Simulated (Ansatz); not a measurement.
# In₂O₃ (R-3c) under several functionals

Plane-wave DFT in Ansatz with scalar-relativistic PAW potentials. The same structure was relaxed (cell and atoms, symmetry kept) in separate runs at each level. No spin polarisation.

How do the levels LDA, PBE, r2SCAN compare?

```tsv
level	cutoff (eV)	k mesh	V (Å³/atom)	a (Å)	c (Å)	gap (eV)
LDA	420	6×6×6	12.377	5.462	14.372	1.29
r2SCAN	500	6×6×6	12.751	5.508	14.560	1.80
PBE	420	6×6×6	13.243	5.575	14.759	0.97
```

The usual order of volumes, LDA < PBE, holds here (12.377, 13.243 Å³/atom). As a rule LDA overbinds; PBE's gradient term for exchange weakens bonds. r2SCAN lies 3.7 % under PBE in volume. Each gap belongs to its own cell, so it mixes the functional's effect with that of the volume; gaps are the least found on the k mesh or on a band path.

This form isn't the usual stable structure of the compound.